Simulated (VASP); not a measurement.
# HfN (P6_3/mmc) in VASP: further runs, part 2 of 2

VASP 6.6.1. The steps go on from the part before.

## 4. Single point, PBE

Contents of INCAR:

```
  ADDGRID = F
  ALGO = Normal
  EDIFF = 1E-6
  ENCUT = 340
  GGA = PE
  ISIF = 2
  ISMEAR = 0
  LASPH = T
  LCHARG = F
  LREAL = F
  LWAVE = F
  NELM = 100
  PREC = Accurate
  SIGMA = 0.05
```

Contents of KPOINTS:

```
k-points
0
Gamma
  6 6 3
```

Contents of POSCAR:

```
HfN
1.0
    3.1339080219      0.0000000000      0.0000000000
   -1.5669540110      2.7140439601      0.0000000000
    0.0000000000      0.0000000000      5.4167677200
Hf N
2 2
Direct
    0.3333333333      0.6666666667      0.2500000000
    0.6666666667      0.3333333333      0.7500000000
    0.0000000000      0.0000000000      0.5000000000
    0.0000000000      0.0000000000      0.0000000000
```

Potentials or basis: VASP PAW PBE potentials, release 64 (Hf_pv, N).

Started as:

```sh
cat potpaw_PBE.64/Hf_pv/POTCAR potpaw_PBE.64/N/POTCAR > POTCAR
mpirun -np 1 vasp_std > vasp.out
```

OUTCAR:

```text
EDIFF = 1E-6
   ENCUT = 340
   GGA = PE
   ISIF = 2
   ISMEAR = 0
   LASPH = T
   LREAL = F
   NELM = 100
   PREC = Accurate

 Found     14 irreducible k-points:

 Following reciprocal coordinates:
            Coordinates               Weight
  0.000000  0.000000  0.000000      1.000000
  0.166667  0.000000  0.000000      6.000000
  0.333333  0.000000  0.000000      6.000000
  0.500000  0.000000  0.000000      3.000000
  0.166667  0.166667  0.000000      6.000000
  0.333333  0.166667  0.000000     12.000000
   k-points           NKPTS =     14   k-points in BZ     NKDIM =     14   number of bands    NBANDS=     19
   number of dos      NEDOS =    301   number of ions     NIONS =      4
   total plane-waves  NPLWV =  14400
   dimension x,y,z NGX =    20 NGY =   20 NGZ =   36
   dimension x,y,z NGXF=    40 NGYF=   40 NGZF=   72
   ions per type =               2   2
   NGX,Y,Z   is equivalent  to a cutoff of  10.61, 10.61, 11.05 a.u.
   NGXF,Y,Z  is equivalent  to a cutoff of  21.22, 21.22, 22.10 a.u.
 SYSTEM =  unknown system
   PREC   = accura    normal or accurate (medium, high low for compatibility)
   ISTART =      0    job   : 0-new  1-cont  2-samecut
   ICHARG =      2    charge: 1-file 2-atom 10-const
   ISPIN  =      1    spin polarized calculation?
   LNONCOLLINEAR =      F non collinear calculations
   LSORBIT =      F    spin-orbit coupling
   LASPH  =      T    aspherical Exc in radial PAW
   ENCUT  =  340.0 eV  24.99 Ry    5.00 a.u.   4.71  4.71  8.14*2*pi/ulx,y,z
   NELM   =    100;   NELMIN=  2; NELMDL= -5     # of ELM steps
   EDIFF  = 0.1E-05   stopping-criterion for ELM
   LREAL  =      F    real-space projection
   EDIFFG = 0.1E-04   stopping-criterion for IOM
   NSW    =      0    number of steps for IOM
   IBRION =     -1    ionic relax: 0-MD 1-quasi-New 2-CG
   NFREE  =      0    steps in history (QN), initial steepest desc. (CG)
   ISIF   =      2    stress and relaxation
   ISYM   =      2    0-nonsym 1-usesym 2-fastsym
   POTIM  = 0.5000    time-step for ionic-motion
   TEBEG  =    0.0;   TEEND  =   0.0 temperature during run
   PSTRESS=    0.0 pullay stress
   NELECT =      30.0000    total number of electrons
   NUPDOWN=      -1.0000    fix difference up-down
   EMIN   =  10.00;   EMAX   =-10.00  energy-range for DOS
   EFERMI =   0.00;   METHOD = LEGACY
   ISMEAR =     0;   SIGMA  =   0.05  broadening in eV -4-tet -1-fermi 0-gaus
   EFERMI_NEDOS =   21; number of points for ismear=-14 and -15
   IALGO  =     38    algorithm
   IMIX   =      4    mixing-type and parameters
     AMIX     =   0.40;   BMIX     =  1.00
     AMIX_MAG =   1.60;   BMIX_MAG =  1.00
  volume/ion in A,a.u.               =      11.52        77.73
  Fermi-wavevector in a.u.,A,eV,Ry     =   1.418951  2.681429 27.394278  2.013423
  Thomas-Fermi vector in A             =   2.540023
   LORBIT       =      0    0 simple, 1 ext, 2 COOP (PROOUT), +10 PAW based schemes
   GGA     = PE    functional components
   LHFCALC =     F    Hartree Fock is set to
   AEXX    =    0.0000 exact exchange contribution
   IVDW    =     0    specifies the selected vdW correction
   LEPSILON=     F    determine dielectric tensor
   LRPA    =     F    only Hartree local field effects (RPA)
 non-spin polarized calculation
 Gauss-broadening in eV      SIGMA  =   0.05
  energy-cutoff  :      340.00
  volume of cell :       46.07
 maximum number of plane-waves:       681
 NGX is ok and might be reduce to    20
   NGX =  9   NGY =  9   NGZ = 17

 number of electron      29.9999999 magnetization

 Free energy of the ion-electron system (eV)
  ---------------------------------------------------
  ext. energy  EPLUGINS =         0.00000000
  ---------------------------------------------------
  free energy    TOTEN  =       -43.36045321 eV

  energy without entropy =      -43.35893483  energy(sigma->0) =      -43.35969402

 E-fermi :   8.1485     XC(G=0): -12.7458

 val. band max:        8.1321997212   @ k =   0.1667   0.0000   0.0000
 cond. band min:       8.3552749666   @ k =   0.3333   0.0000   0.3333
 fundamental gap:      0.2230752453
 Fermi energy:         8.1485301665

 k-point     1 :       0.0000    0.0000    0.0000
  band No.  band energies     occupation
      1     -23.7505      2.00000
      2     -22.8888      2.00000
      3     -22.7962      2.00000
      4     -22.7962      2.00000
      5     -22.7357      2.00000
      6     -22.7357      2.00000
[... 11 lines left out ...]
     18       8.9570      0.00000
     19       9.8243      0.00000

 k-point     2 :       0.1667    0.0000    0.0000
  band No.  band energies     occupation
      1     -23.6549      2.00000
      2     -23.0236      2.00000
      3     -22.9423      2.00000
      4     -22.8990      2.00000
      5     -22.8622      2.00000
      6     -22.7605      2.00000
[... 11 lines left out ...]
     18      10.6875      0.00000
     19      10.7951      0.00000

 k-point     3 :       0.3333    0.0000    0.0000
  band No.  band energies     occupation
      1     -23.4705      2.00000
      2     -23.4299      2.00000
      3     -23.3104      2.00000
      4     -22.9774      2.00000
      5     -22.9495      2.00000
      6     -22.8241      2.00000
[... 11 lines left out ...]
     18      11.3154      0.00000
     19      11.7741      0.00000

 k-point     4 :       0.5000    0.0000    0.0000
  band No.  band energies     occupation
      1     -23.6817      2.00000
      2     -23.4837      2.00000
      3     -23.2695      2.00000
      4     -23.0312      2.00000
      5     -23.0206      2.00000
      6     -22.8583      2.00000
[... 11 lines left out ...]
     18      12.4188      0.00000
     19      12.6217      0.00000

 k-point     5 :       0.1667    0.1667    0.0000
  band No.  band energies     occupation
      1     -23.4937      2.00000
      2     -23.2968      2.00000
      3     -23.2323      2.00000
      4     -22.9439      2.00000
      5     -22.9298      2.00000
      6     -22.8729      2.00000
[... 11 lines left out ...]
     18      11.3661      0.00000
     19      12.2570      0.00000

 k-point     6 :       0.3333    0.1667    0.0000
  band No.  band energies     occupation
      1     -23.5792      2.00000
      2     -23.4003      2.00000
      3     -23.2788      2.00000
      4     -23.1170      2.00000
      5     -23.0111      2.00000
      6     -22.9794      2.00000
[... 11 lines left out ...]
     18      11.6840      0.00000
     19      12.9599      0.00000

 [... further k-points ...]

------------------------ aborting loop because EDIFF is reached ----------------------------------------

  FORCE on cell =-STRESS in cart. coord.  units (eV):
  Direction    XX          YY          ZZ          XY          YZ          ZX
  --------------------------------------------------------------------------------------
  -------------------------------------------------------------------------------------
  Total       -2.0847722     -2.0847722     -1.5392855      0.0000000      0.0000000      0.0000000
  in kB      -72.4979703    -72.4979703    -53.5286665      0.0000000      0.0000000      0.0000000
  external PRESSURE =     -66.1748690 kB  Pullay stress =       0.0000000 kB

 VOLUME and BASIS-vectors are now :
 -----------------------------------------------------------------------------
  energy-cutoff  :      340.00
  volume of cell :       46.07
      direct lattice vectors                 reciprocal lattice vectors
     3.133908022  0.000000000  0.000000000     0.319090411  0.184226935  0.000000000
    -1.566954011  2.714043960  0.000000000     0.000000000  0.368453870  0.000000000
     0.000000000  0.000000000  5.416767720     0.000000000  0.000000000  0.184611940

 POSITION                                       TOTAL-FORCE (eV/Angst)
 -----------------------------------------------------------------------------------
     -0.00000      1.80936      1.35419         0.000000      0.000000      0.000000
      1.56695      0.90468      4.06258        -0.000000      0.000000      0.000000
      0.00000      0.00000      2.70838         0.000000     -0.000000      0.000000
      0.00000      0.00000      0.00000        -0.000000     -0.000000      0.000000
 -----------------------------------------------------------------------------------
    total drift:                                0.000000     -0.000000      0.000000

  FREE ENERGIE OF THE ION-ELECTRON SYSTEM (eV)
  ---------------------------------------------------
  free  energy   TOTEN  =       -43.3604532138 eV

  energy  without entropy=      -43.3589348309  energy(sigma->0) =      -43.35969402
```

OSZICAR:

```text
N       E                     dE             d eps       ncg     rms          rms(c)
DAV:   1     0.936284857044E+02    0.93628E+02   -0.13441E+04   532   0.114E+03
DAV:   2    -0.448818384050E+02   -0.13851E+03   -0.13306E+03   694   0.283E+02
DAV:   3    -0.492168595970E+02   -0.43350E+01   -0.43154E+01   653   0.447E+01
DAV:   4    -0.492614449058E+02   -0.44585E-01   -0.44378E-01   736   0.458E+00
DAV:   5    -0.492616170916E+02   -0.17219E-03   -0.17194E-03   657   0.274E-01    0.740E+01
DAV:   6    -0.435255481131E+02    0.57361E+01   -0.35808E+01   577   0.309E+01    0.579E+01
DAV:   7    -0.433959058401E+02    0.12964E+00   -0.23111E+00   598   0.105E+01    0.232E+01
DAV:   8    -0.433671838176E+02    0.28722E-01   -0.14540E-01   703   0.257E+00    0.293E+00
DAV:   9    -0.433610812647E+02    0.61026E-02   -0.29622E-02   623   0.110E+00    0.230E+00
DAV:  10    -0.433605918632E+02    0.48940E-03   -0.68653E-03   620   0.565E-01    0.842E-01
DAV:  11    -0.433604539068E+02    0.13796E-03   -0.63555E-04   626   0.182E-01    0.491E-02
DAV:  12    -0.433604527487E+02    0.11581E-05   -0.39275E-05   680   0.468E-02    0.105E-01
DAV:  13    -0.433604532138E+02   -0.46502E-06   -0.19998E-06   498   0.112E-02
   1 F= -.43360453E+02 E0= -.43359694E+02  d E =-.151838E-02
```

It used 7.8 s of CPU time on 1 thread of Intel(R) Xeon(R) Platinum 8488C (Sapphire Rapids), with other jobs on the host, which was overloaded at the time.

The run converged, but a check on its numbers failed (symmetry, net force, bounds or a known fault of this set-up), so they aren't taken as properties of the crystal.

Caveat: the k mesh is coarse (spacing up to 0.39 Å⁻¹), so the values aren't converged; the cutoff lies under the usual one of these potentials, so the numbers hold a large basis-set error.

## 5. Single point, PBE

Edit INCAR of step 4 so:

```diff
@@ -3,3 +3,3 @@
   EDIFF = 1E-6
-  ENCUT = 340
+  ENCUT = 460
   GGA = PE
```

Contents of KPOINTS:

```
k-points
0
Gamma
  5 5 3
```

POSCAR is that of step 4.

Started as:

```sh
cat potpaw_PBE.64/Hf_pv/POTCAR potpaw_PBE.64/N/POTCAR > POTCAR
mpirun -np 1 vasp_std > vasp.out
```

Run time: 13 s. Hardware: 1 thread of Intel Xeon Platinum 8488C (Sapphire Rapids), shared host; peak memory 0.15 GiB.

The run converged, but some of its settings lie outside the range that counts as converged, so its numbers aren't taken as properties of the crystal.

What came out:

```
Free energy            : -43.4536 eV
Pressure               : 3.1 GPa
Band gap on the k mesh : none (metal or under the smearing width)
```

Caveat: the k mesh is coarse (spacing up to 0.46 Å⁻¹), so the values aren't converged; the cutoff is under 1.25 times the usual one of these potentials, so pressure, stress and relaxed cells hold a basis-set (Pulay) error.

## 6. Single point, PBE

Edit INCAR of step 5 so:

```diff
@@ -13,2 +13,2 @@
   PREC = Accurate
-  SIGMA = 0.05
+  SIGMA = 0.5
```

KPOINTS is that of step 5.

POSCAR is that of step 5.

Potentials or basis: VASP PAW PBE potentials, release 64 (Hf_pv, N).

Started as:

```sh
cat potpaw_PBE.64/Hf_pv/POTCAR potpaw_PBE.64/N/POTCAR > POTCAR
mpirun -np 1 vasp_std > vasp.out
```

It used 8.4 s of CPU time on 1 thread of Intel(R) Xeon(R) Platinum 8488C (Sapphire Rapids), with other jobs on the host, which was overloaded at the time.

These settings aren't checked as converged: the numbers below hold their error.

Results:

| Quantity | Value |
| --- | --- |
| Free energy | -43.4927 eV |
| Pressure | 3.2 GPa |
| Band gap on the k mesh | none (metal or under the smearing width) |

Caveat: the k mesh is coarse (spacing up to 0.46 Å⁻¹), so the values aren't converged; the cutoff is under 1.25 times the usual one of these potentials, so pressure, stress and relaxed cells hold a basis-set (Pulay) error.

## 7. For comparison

An earlier run on the cell as given: functional PBEsol; potentials or basis VASP PAW PBE potentials, release 64 (Hf_pv, N); cutoff 520 eV; k mesh 10 × 10 × 5; occupations fermi-dirac, width 0.05 eV; no spin polarisation.

- Pressure: -4.5 GPa
- Band gap on the k mesh: none (metal or under the smearing width)
